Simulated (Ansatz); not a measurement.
CuO:

```
Cu O
1.0
     2.34465   -1.71340    0.00000
     2.34465    1.71340    0.00000
    -0.86055    0.00000    5.05944
Cu O
2 2
Direct
  0.00320 0.49680 0.00000
  0.49680 0.00320 0.50000
  0.57140 0.40560 0.25370
  0.40560 0.57140 0.75370
```

Base run:

- Program: Ansatz 0.2.0
- Functional: PBE
- Potentials or basis: Ansatz PAW
- Cutoff: 420 eV (not typed: the program's choice for these potentials)
- k mesh: 10 × 10 × 5
- Occupations: fermi-dirac, width 0.05 eV
- Spin: no spin polarisation
- Hubbard terms: Cu d U = 4 eV

Its results: band gap on the k mesh none (metal or under the smearing width); pressure 7.5 GPa; largest force 0.820 eV/Å.

**Question.** The run is repeated on the same cell with these changes: hubbard terms from Cu d U = 4 eV to Cu d U = 1 eV. What comes out?

**Answer.** Band gap on the k mesh none (metal or under the smearing width); pressure 6.1 GPa; largest force 0.775 eV/Å.

Caveats: the run has no spin polarisation, though such a crystal can be magnetic; U without spin polarisation on a metal has little footing.
